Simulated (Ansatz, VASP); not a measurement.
**Two plane-wave programs on ZnAu**

The input INCAR:

```
ALGO = Normal
EDIFF = 1E-6
ENCUT = 520
GGA = PE
ISIF = 2
ISMEAR = -1
LASPH = True
LCHARG = False
LREAL = False
LWAVE = False
NBANDS = 18
NELM = 100
PREC = Accurate
SIGMA = 0.05
```

The input KPOINTS:

```
k-points
0
Gamma
  6 6 6
```

The input POSCAR:

```
ZnAu
1.0
    3.1470000000      0.0000000000      0.0000000000
    0.0000000000      3.1470000000      0.0000000000
    0.0000000000      0.0000000000      3.1470000000
Zn Au
1 1
Direct
    0.5000000000      0.5000000000      0.5000000000
    0.0000000000      0.0750000000      0.0000000000
```

Input for Ansatz:

```yaml
crystal:
  lattice:
    - [3.147, 0.0, 0.0]
    - [0.0, 3.147, 0.0]
    - [0.0, 0.0, 3.147]
  atoms:
    - { symbol: Zn, position: [0.5, 0.5, 0.5] }
    - { symbol: Au, position: [0.0, 0.075, 0.0] }
basis:
  ecutwfc: 510.0
kpoints:
  mp_grid:
    grid: [6, 6, 6]
    shift: [0.0, 0.0, 0.0]
hamiltonian:
  xc: pbe
scf:
  occupations:
    method: fermi_dirac
    width: 0.05
output:
  forces: true
```

Alike in both runs: task single point; functional PBE; k mesh 6 × 6 × 6; occupations fermi-dirac, width 0.05 eV; no spin polarisation.

|  | VASP | Ansatz |
| --- | --- | --- |
| version | VASP 6.6.1 | Ansatz 0.2.0 |
| potentials or method | VASP PAW PBE potentials, release 64 (Zn, Au) | plane waves, PAW |
| plane-wave cutoff (eV) | 520 | 510 |
| valence electrons in the cell | 23 | 31 |

|  | VASP | Ansatz | Ansatz less VASP |
| --- | --- | --- | --- |
| gap on the k mesh at the Fermi level (eV) | none | none | - |
| rms of the force components (eV/Å) | 0.510 | 0.501 | -0.0086 |

Atom by atom the forces differ by 0.009 eV/Å (rms over components). A gap of «none» marks a metal or a gap that the smearing closes. The two sets of potentials don't hold the same shells in valence.

The runs have no spin-orbit coupling, so splittings on Au are missing.
